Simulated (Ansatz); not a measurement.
# TiAl3: the cost of one run

Method: DFT PBE, scalar-relativistic, plane waves, PAW, in Ansatz 0.2.0.

2 further runs of the same task are left out: 2 set aside as unsound or not needed. Runs told in other sessions of the task aren't counted.

### 1 The starting structure

Symmetry: I4/mmm, No. 139, tetragonal system. Conventional cell: a = 3.845 Å, b = 3.845 Å, c = 8.622 Å, α = 90.00°, β = 90.00°, γ = 90.00°. Ti (site symmetry 4/mmm) has 12 Al at 2.72 to 2.89 Å in its first shell of neighbours. Al (site symmetry 4/mmm) has 4 Ti at 2.72 Å and 8 Al at 2.89 Å in its first shell of neighbours. Around Al (site symmetry -4m2) lie 8 Al at 2.72 to 2.89 Å and 4 Ti at 2.89 Å.

Structure file:

```cif
data_structure
_symmetry_space_group_name_H-M 'P 1'
_symmetry_Int_Tables_number 1
_cell_length_a 5.0969
_cell_length_b 5.0969
_cell_length_c 5.0969
_cell_angle_alpha 135.679
_cell_angle_beta 135.679
_cell_angle_gamma 64.477
_cell_volume 63.74
loop_
_atom_site_label
_atom_site_type_symbol
_atom_site_fract_x
_atom_site_fract_y
_atom_site_fract_z
_atom_site_occupancy
Ti1 Ti 0.00000 0.00000 0.00000 1
Al1 Al 0.50000 0.50000 0.00000 1
Al2 Al 0.75000 0.25000 0.50000 1
Al3 Al 0.25000 0.75000 0.50000 1
```

It goes back to an entry of the Materials Project, which need not be the stable form.

This cell was relaxed beforehand with the same method: volume 15.94 Å³/atom, gap on the mesh none (metal).

### 2 The scan

The energy is mapped over two homogeneous strains (x along [1 0 0], y along [0 1 0], z along [0 0 1] of the conventional cell).

The axes are (1) normal strain along x: 7 values from −11.0 %; (2) normal strain along y: 7 values from −11.0 %.

Nothing else is relaxed (fractional coordinates fixed). Energies count from the relaxed crystal. Points are written as (first, second).

### 3 Point (−7.3 %, −7.3 %)

File input.yaml:

```yaml
crystal:
  lattice:
    - [-1.781653941, 1.781653941, 4.31113511]
    - [1.781653941, -1.781653941, 4.31113511]
    - [1.781653941, 1.781653941, -4.31113511]
  atoms:
    - { symbol: Ti, position: [0.0, 0.0, 0.0] }
    - { symbol: Al, position: [0.5, 0.5, 0.0] }
    - { symbol: Al, position: [0.75, 0.25, 0.5] }
    - { symbol: Al, position: [0.25, 0.75, 0.5] }
basis:
  ecutwfc: 520.0
kpoints:
  mp_grid: { grid: [14, 14, 14] }
hamiltonian:
  xc: pbe
  pseudopotentials: { kind: paw, azcp: { folder: soft_1 } }
scf:
  occupations: { method: gaussian, width: 0.15 }
output:
  forces: true
  stress: true
  eigenvalues: true
```

Run with:

```console
> ansatz run input.yaml --threads 2 --pin off --max-ram 4096MiB --backend cpu --events-out ev --progress --plain --runs-dir out
```

Q: Estimate wall time and peak memory on 2 threads of Arm Neoverse N1, shared host.

About 17 s, with a peak of 0.53 GiB.
